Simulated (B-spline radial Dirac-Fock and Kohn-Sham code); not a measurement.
# Lβ1 (L2-M4) energies across the elements In to Ce

Calculated with a B-spline atomic structure program, using multi-electron Dirac-Fock with separately optimised hole states, Breit and Lamb-shift corrections added in first order. Free neutral atoms. Correlation and solid-state effects are left out.

The screening constant σ is defined by E = 0.1389·Ry·(Z − σ)², the hydrogen-like form of Moseley's law.

| Z | element | computed (eV) | tabulated (eV) | √E | σ |
| --- | --- | --- | --- | --- | --- |
| 49 | In | 3488.2 | 3487.2 | 59.06 | 6.04 |
| 50 | Sn | 3663.8 | 3662.8 | 60.53 | 5.97 |
| 51 | Sb | 3844.6 | 3843.5 | 62.00 | 5.89 |
| 52 | Te | 4030.6 | 4029.5 | 63.49 | 5.82 |
| 53 | I | 4221.8 | 4220.8 | 64.98 | 5.73 |
| 54 | Xe | ? | ? | ? | ? |
| 55 | Cs | 4620.6 | 4619.9 | 67.97 | 5.55 |
| 56 | Ba | 4828.3 | 4827.5 | 69.49 | 5.45 |
| 57 | La | 5041.7 | 5042.1 | 71.00 | 5.35 |
| 58 | Ce | 5262.2 | 5262.9 | 72.54 | 5.23 |

Q: Estimate the missing row, Xe.

A: Computed 4418.4 eV, tabulated 4414.3 eV, √E = 66.47, σ = 5.65.

Tabulated energies: xraylib 4.2 line table, elements in their standard states.
